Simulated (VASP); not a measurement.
CuI (Marshite):

```xyz
2
Lattice="0.0000 2.9730 2.9730 2.9730 0.0000 2.9730 2.9730 2.9730 0.0000" Properties=species:S:1:pos:R:3 pbc="T T T"
Cu    1.4865    1.4865    1.4865
I     0.0000    0.0000    0.0000
```

Base run:

- Program: VASP 6.6.1
- Functional: PBE
- Potentials or basis: VASP PAW PBE potentials, release 64 (Cu, I)
- Cutoff: 520 eV
- k mesh: 6 × 6 × 6
- Occupations: gaussian, width 0.03 eV
- Spin: no spin polarisation

Its results: band gap on the k mesh 1.31 eV, direct; pressure 3.2 GPa.

Problem. The run is repeated on the same cell with these changes: functional from PBE to PBE-EpsX. What comes out?

Solution. Band gap on the k mesh 2.54 eV, direct; pressure 3.0 GPa.

PBE-EpsX gives the wider gap, since exact exchange removes part of the self-interaction.

Caveats: spin-orbit coupling is left out, which moves the levels of the heavy elements; the PAW data sets were made with another functional, which shifts forces and pressure a little (some runs).
